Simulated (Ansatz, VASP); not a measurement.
# MgO: VASP beside Ansatz

```
Mg O
1.0
     3.53867    0.00000    0.00000
    -1.76934    3.06458    0.00000
     0.00000    0.00000    4.24071
Mg O
2 2
Direct
  0.66667 0.33333 0.75000
  0.33333 0.66667 0.25000
  0.66667 0.33333 0.25000
  0.33333 0.66667 0.75000
```

Change from the starting cell: strain +0.015 along x and y, +0.015 along z, atoms carried along.

Alike in both runs: task single point; functional PBE; k mesh 6 × 6 × 6; occupations gaussian, width 0.05 eV; no spin polarisation.

|  | VASP | Ansatz |
| --- | --- | --- |
| version | VASP 6.6.1 | Ansatz 0.2.0 |
| potentials or method | VASP PAW PBE potentials, release 64 (Mg, O) | scalar-relativistic, plane waves, PAW |
| plane-wave cutoff (eV) | 520 | 420 |
| valence electrons in the cell | 16 | 32 |

```tsv
	VASP	Ansatz	Ansatz less VASP
gap on the k mesh at the Fermi level (eV)	3.21	3.23	+0.017
least direct gap on the mesh (eV)	3.21	3.23	+0.017
pressure (GPa)	-1.8	-1.3	+0.50
largest component of the traceless stress (GPa)	0.30	0.39	+0.093
```

The functional is the same, so the differences come from potentials, cutoffs and numerics. The two sets of potentials don't hold the same shells in valence.
